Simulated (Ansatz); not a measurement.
All numbers below come from DFT PBE, scalar-relativistic, plane waves, PAW in Ansatz. Settings: cutoff 420 eV, Γ-centred meshes spaced at most about 0.3 Å⁻¹, and about 0.25 Å⁻¹ or finer for metals (2π included), Gaussian smearing. No spin polarisation.

Temperature and zero-point effects are left out.

Problem. Order these relaxed structures of Ga3N2 by energy, lowest first, with the energy over the lowest of them.
A.

```
CELL_PARAMETERS angstrom
1.54651 0.89288 6.99071
-1.54651 0.89288 6.99071
0.00000 -1.78576 6.99071
ATOMIC_POSITIONS crystal
Ga 0.00000 0.00000 0.00000
Ga 0.21624 0.21624 0.21624
Ga 0.78376 0.78376 0.78376
N 0.39234 0.39234 0.39234
N 0.60765 0.60765 0.60765
```

B.

```
CELL_PARAMETERS angstrom
2.66389 1.53800 6.74252
-2.66389 1.53800 6.74252
0.00000 -3.07600 6.74252
ATOMIC_POSITIONS crystal
Ga 0.04677 0.45322 0.75000
Ga 0.75000 0.04677 0.45322
Ga 0.45322 0.75000 0.04677
Ga 0.95322 0.54678 0.25000
Ga 0.25000 0.95322 0.54678
Ga 0.54678 0.25000 0.95322
N 0.90311 0.90311 0.90311
N 0.59689 0.59689 0.59689
N 0.09689 0.09689 0.09689
N 0.40310 0.40310 0.40310
```

Solution. A (0 meV/atom), B (200 meV/atom). Forms: A anti-tetradymite type, R-3m; B R-3c. Counting N atoms around Ga (those within 1.25 times the shortest such distance or 1.15 times the sum of covalent radii; a slash parts the counts of unlike sites): A has Ga 3/6; B has Ga 2. Both come from invented guesses. Even the lowest of the cells shown lies +0.10 eV/atom against the elements.

Weakly bound directions are ill-defined at this level, which has no dispersion term (R-3c), and this can change margins and order among such cells. In R-3m an odd number of electrons in the primitive cell allows no gap without spin; a larger cell or a magnetic state could open one. Cells relaxed within their symmetry can be saddle points. Some structure types and database cells were kept out of the candidates from the start, so a known form may be missing.
